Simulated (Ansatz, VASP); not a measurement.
**Ca: VASP beside Ansatz**

```
Ca
1.0
    -2.31547    2.31547    2.14121
     2.31547   -2.31547    2.14121
     2.31547    2.31547   -2.14121
Ca
1
Direct
  0.50000 0.50000 0.00000
```

Change from the starting cell: strain +0.050 along x and y, -0.025 along z, atoms carried along.

Alike in both runs: task single point; functional PBE; k mesh 16 × 16 × 16; occupations gaussian, width 0.15 eV; no spin polarisation.

```csv
,VASP,Ansatz
version,VASP 6.6.1,Ansatz 0.2.0
potentials or method,"VASP PAW PBE potentials, release 64 (Ca_sv)","scalar-relativistic, plane waves, PAW"
plane-wave cutoff (eV),520,420
valence electrons in the cell,10,10
```

```csv
,VASP,Ansatz,Ansatz less VASP
gap on the k mesh at the Fermi level (eV),none,none,-
pressure (GPa),-1.3,-1.3,-0.01
largest component of the traceless stress (GPa),0.11,0.11,+0.001
```

A gap of «none» marks a metal or a gap that the smearing closes.
